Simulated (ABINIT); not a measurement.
# Au (Fm-3m) in ABINIT: further runs, part 2 of 2

ABINIT 10.8.3 (patched build). The steps go on from the part before.

**6. Equation of state, PBE**

File run.abi:

```
# Datasets: one volume each
ndtset 7
getwfk -1
scalecart1 3*0.9795861087
scalecart2 3*0.9864848297
scalecart3 3*0.9932883884
scalecart4 3*1.0000000000
scalecart5 3*1.0066227096
scalecart6 3*1.0131594038
scalecart7 3*1.0196128224

# Pseudopotentials
pp_dirpath "./"
pseudos "Au_ONCV_PBE-1.2.upf"

# Structure
acell 3*1.0
rprim
     0.0000000000     3.8455926636     3.8455926636
     3.8455926636     0.0000000000     3.8455926636
     3.8455926636     3.8455926636     0.0000000000
ntypat 1
znucl 79
natom 1
typat 1
xred
     0.0000000000     0.0000000000     0.0000000000

# Plane-wave basis
ecut 35.0

# k points
kptopt 1
ngkpt 11 11 11
nshiftk 1
shiftk 0.0 0.0 0.0

# Exchange and correlation
ixc 11

# Bands and occupations
nband 14
occopt 3
tsmear 0.00183747

# SCF cycle
nstep 100
tolvrs 1.0e-10

# Output
iomode 3
prtwf 1
prtden 0
prteig 0
prtebands 0
enunit 2
```

Potentials or basis: SG15 NC PBE v1.2.

Run with:

```sh
abinit run.abi > log 2>&1
```

run.abo:

```text
.Version 10.8.3 of ABINIT
 DATASET    1 : space group Fm -3 m (#225); Bravais cF (face-center cubic)
================================================================================
 Values of the parameters that define the memory need for DATASET  1.
     intxc =       0    ionmov =       0      iscf =       7    lmnmax =       8
     lnmax =       8     mgfft =      30  mpssoang =       4    mqgrid =    3001
     natom =       1  nloc_mem =       1    nspden =       1   nspinor =       1
    nsppol =       1      nsym =      48    n1xccc =       0    ntypat =       1
    occopt =       3   xclevel =       2
       mpw =        1067          nfft =       27000          nkpt =          56
================================================================================
================================================================================
[... 61 lines left out ...]
 DATASET    7 : space group Fm -3 m (#225); Bravais cF (face-center cubic)
================================================================================
 Values of the parameters that define the memory need for DATASET  7.
     intxc =       0    ionmov =       0      iscf =       7    lmnmax =       8
     lnmax =       8     mgfft =      30  mpssoang =       4    mqgrid =    3001
     natom =       1  nloc_mem =       1    nspden =       1   nspinor =       1
    nsppol =       1      nsym =      48    n1xccc =       0    ntypat =       1
    occopt =       3   xclevel =       2
       mpw =        1219          nfft =       27000          nkpt =          56
================================================================================
================================================================================

--------------------------------------------------------------------------------
------------- Echo of variables that govern the present computation ------------
--------------------------------------------------------------------------------
 -outvars: echo values of preprocessed input variables --------
            acell      1.0000000000E+00  1.0000000000E+00  1.0000000000E+00 Bohr
              amu      1.96966540E+02
             ecut      3.50000000E+01 Hartree
           enunit           2
           getwfk          -1
                       outvar_i_n : Printing only first  50 k-points.
              ixc          11
           jdtset        1    2    3    4    5    6    7
                       outvar_i_n : Printing only first  50 k-points.
         kptrlatt       11    0    0      0   11    0      0    0   11
          kptrlen1     5.86021543E+01
          kptrlen2     5.90148591E+01
          kptrlen3     5.94218710E+01
          kptrlen4     5.98233823E+01
          kptrlen5     6.02195752E+01
          kptrlen6     6.06106223E+01
          kptrlen7     6.09966877E+01
            natom           1
            nband          14
           ndtset           7
            ngfft          30      30      30
             nkpt          56
            nstep         100
             nsym          48
           ntypat           1
                       prtocc : prtvol=0, do not print more k-points.
           occopt           3
           prtden           0
        prtebands           0
           prteig           0
            rprim1     0.0000000000E+00  3.7670891530E+00  3.7670891530E+00
                       3.7670891530E+00  0.0000000000E+00  3.7670891530E+00
                       3.7670891530E+00  3.7670891530E+00  0.0000000000E+00
            rprim2     0.0000000000E+00  3.7936188238E+00  3.7936188238E+00
                       3.7936188238E+00  0.0000000000E+00  3.7936188238E+00
                       3.7936188238E+00  3.7936188238E+00  0.0000000000E+00
            rprim3     0.0000000000E+00  3.8197825393E+00  3.8197825393E+00
                       3.8197825393E+00  0.0000000000E+00  3.8197825393E+00
                       3.8197825393E+00  3.8197825393E+00  0.0000000000E+00
            rprim4     0.0000000000E+00  3.8455926636E+00  3.8455926636E+00
                       3.8455926636E+00  0.0000000000E+00  3.8455926636E+00
                       3.8455926636E+00  3.8455926636E+00  0.0000000000E+00
            rprim5     0.0000000000E+00  3.8710609071E+00  3.8710609071E+00
                       3.8710609071E+00  0.0000000000E+00  3.8710609071E+00
                       3.8710609071E+00  3.8710609071E+00  0.0000000000E+00
            rprim6     0.0000000000E+00  3.8961983703E+00  3.8961983703E+00
                       3.8961983703E+00  0.0000000000E+00  3.8961983703E+00
                       3.8961983703E+00  3.8961983703E+00  0.0000000000E+00
            rprim7     0.0000000000E+00  3.9210155895E+00  3.9210155895E+00
                       3.9210155895E+00  0.0000000000E+00  3.9210155895E+00
                       3.9210155895E+00  3.9210155895E+00  0.0000000000E+00
          spgroup         225
           tolvrs      1.00000000E-10
           tsmear      1.83747000E-03 Hartree
            typat      1
                       outvars : Printing only first  50 k-points.
            znucl       79.00000

================================================================================

 chkinp: Checking input parameters for consistency, jdtset=   1.

 chkinp: Checking input parameters for consistency, jdtset=   2.
[... 33 lines left out ...]
 getcut: wavevector=  0.0000  0.0000  0.0000  ngfft=  30  30  30
         ecut(hartree)=     35.000   => boxcut(ratio)=   2.11682

--- Pseudopotential description ------------------------------------------------
- pspini: atom type   1  psp file is ./Au_ONCV_PBE-1.2.upf
12 -101130 3 -1 602                           pspcod,pspxc,lmax,lloc,mmax
     nproj     2     2     2     2

   6.19756844E+02                                ecore*ucvol(ha*bohr**3)
--------------------------------------------------------------------------------

================================================================================

--- !BeginCycle
iteration_state: {dtset: 1, }
solver: {iscf: 7, nstep: 100, nline: 4, wfoptalg: 0, }
tolerances: {tolvrs: 1.00E-10, }
...
[... 1008 lines left out ...]
-Cartesian components of stress tensor (GPa)         [Pressure=  8.0427E-01 GPa]
- sigma(1 1)= -8.04269033E-01  sigma(3 2)=  0.00000000E+00
- sigma(2 2)= -8.04269033E-01  sigma(3 1)=  0.00000000E+00
- sigma(3 3)= -8.04269033E-01  sigma(2 1)=  0.00000000E+00

== END DATASET(S) ==============================================================
================================================================================

 -outvars: echo values of variables after computation  --------
            acell      1.0000000000E+00  1.0000000000E+00  1.0000000000E+00 Bohr
           etotal1    -1.3736099964E+02
           etotal2    -1.3736276061E+02
           etotal3    -1.3736412055E+02
           etotal4    -1.3736512704E+02
           etotal5    -1.3736582162E+02
           etotal6    -1.3736624120E+02
           etotal7    -1.3736641863E+02
            fcart1    -0.0000000000E+00 -0.0000000000E+00 -0.0000000000E+00
            fcart2    -0.0000000000E+00 -0.0000000000E+00 -0.0000000000E+00
            fcart3    -0.0000000000E+00 -0.0000000000E+00 -0.0000000000E+00
            fcart4    -0.0000000000E+00 -0.0000000000E+00 -0.0000000000E+00
            fcart5    -0.0000000000E+00 -0.0000000000E+00 -0.0000000000E+00
            fcart6    -0.0000000000E+00 -0.0000000000E+00 -0.0000000000E+00
            fcart7    -0.0000000000E+00 -0.0000000000E+00 -0.0000000000E+00
            rprim1     0.0000000000E+00  3.7670891530E+00  3.7670891530E+00
                       3.7670891530E+00  0.0000000000E+00  3.7670891530E+00
                       3.7670891530E+00  3.7670891530E+00  0.0000000000E+00
[... 17 lines left out ...]
                       3.9210155895E+00  3.9210155895E+00  0.0000000000E+00
           strten1    -8.6759312083E-04 -8.6759312083E-04 -8.6759312083E-04
                       0.0000000000E+00  0.0000000000E+00  0.0000000000E+00
           strten2    -6.8021650460E-04 -6.8021650460E-04 -6.8021650460E-04
                       0.0000000000E+00  0.0000000000E+00  0.0000000000E+00
           strten3    -5.1485381979E-04 -5.1485381979E-04 -5.1485381979E-04
                       0.0000000000E+00  0.0000000000E+00  0.0000000000E+00
           strten4    -3.6899264723E-04 -3.6899264723E-04 -3.6899264723E-04
                       0.0000000000E+00  0.0000000000E+00  0.0000000000E+00
           strten5    -2.4038160363E-04 -2.4038160363E-04 -2.4038160363E-04
                       0.0000000000E+00  0.0000000000E+00  0.0000000000E+00
           strten6    -1.2706168206E-04 -1.2706168206E-04 -1.2706168206E-04
                       0.0000000000E+00  0.0000000000E+00  0.0000000000E+00
           strten7    -2.7336548800E-05 -2.7336548800E-05 -2.7336548800E-05
                       0.0000000000E+00  0.0000000000E+00  0.0000000000E+00
 Calculation completed.
```

Wall time 3.5 min (1 thread of Arm Neoverse N1, shared host); peak memory 0.1 GiB.

Results:

```
Equilibrium volume : 17.97 Å³/atom (rough: see the caveat)
Bulk modulus       : 141 GPa (rough)
```

Energy against volume, from the lowest point:
| volume (Å³/atom) | energy (meV/atom) |
| --- | --- |
| 15.843 | 147.46 |
| 16.181 | 99.54 |
| 16.518 | 62.53 |
| 16.855 | 35.15 |
| 17.192 | 16.25 |
| 17.529 | 4.83 |
| 17.866 | 0.00 |

Caveat: pressures at fixed basis lie under the slope of the energies; the minimum lies outside the volumes run.
